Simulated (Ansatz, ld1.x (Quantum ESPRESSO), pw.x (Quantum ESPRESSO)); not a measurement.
From atom to crystal: TM potential for Ru (Z = 44)

ruthenium, norm-conserving Troullier–Martins (Kleinman–Bylander form), made with ld1.x (Quantum ESPRESSO) 7.5 (PBE, scalar-relativistic). Core [Kr], reference 4d7 5s1 5p0. Waves: 5s (bound): rc 2.25 bohr; 5p (bound, empty): rc 3.05 bohr; 4d (bound): rc 1.20 bohr. Local part: all-electron potential smoothed inside 2.50 bohr (lloc = -1). Core correction: a·sin(br)/r model core, default radius (core density twice the valence density).

Atomic tests: cutoffs needed: 70 Ry and 90 Ry (the cutoffs (Ry, on a coarse ladder) from which the occupation-weighted sum of valence levels, in a spherical-Bessel basis at the reference potential, stays within 10 and 1 mRy of its value at 400 Ry); ghost test: no extra level below or beside the all-electron valence levels (s, p, d, f tested) (spherical-Bessel basis up to 400 Ry, 20 bohr box); largest excitation error: -430 meV (all-electron minus pseudo) for 4d5 5s0 5p0, out of 7 test configurations.

Crystal test: sc Ru in pw.x 7.5, no spin, 13³ k-points, Fermi–Dirac smearing 0.01 Ry, cutoffs 110/440 Ry. The reference is all-electron LAPW (Ansatz 0.2.0) with the same functional, mesh and smearing; V0 and B0 come from Birch–Murnaghan fits to the pressures at five volumes. Errors are pseudo minus all-electron; Δ is the rms difference of the E(V) curves that follow from these fits, minima aligned, over ±6 % about the mean V0. Mesh and smearing are coarse, so the numbers serve the comparison and aren't converged zero-temperature values; the lattice is a test structure that the element need not adopt.

All-electron: a0 = 2.513 Å (V0 = 15.88 Å³/atom), B0 = 217.0 GPa.

**Question.** How far does the potential miss the all-electron equation of state?

**Answer.** mean pressure error (GPa): +0.71; a0 (Å): 2.516; a0 error (%): +0.11; B0 error (%): -2.9; Δ (meV/atom): 2.5. The largest radius (3.05 bohr) exceeds half the bond length (2.37 bohr), so the spheres overlap, which is one possible source of error among others. The logarithmic derivative shows an extra or strongly shifted pseudo pole above the reference energy (s near 1.03 Ry).

| V (Å³/atom) | P all-electron (GPa) | P pseudo (GPa) |
| --- | --- | --- |
| 15.074 | 12.76 | 13.29 |
| 15.470 | 5.99 | 6.63 |
| 15.867 | 0.13 | 0.86 |
| 16.264 | -4.94 | -4.15 |
| 16.660 | -9.32 | -8.48 |

**Question.** At the middle volume, how do free energy and pressure move when the wave cutoff is lowered (ecutrho kept at four times it)?

**Answer.**

| cutoff (Ry) | shift of F (meV/atom) | shift of P (GPa) |
| --- | --- | --- |
| 50 | +519.7 | -22.31 |
| 66 | +73.1 | -3.91 |
| 88 | +4.5 | -0.42 |

The run at the middle volume (84 k-points, 7 iterations) took about 10 s on one core of a shared host (Neoverse-V1, 32 threads, 247 GiB, load 14).
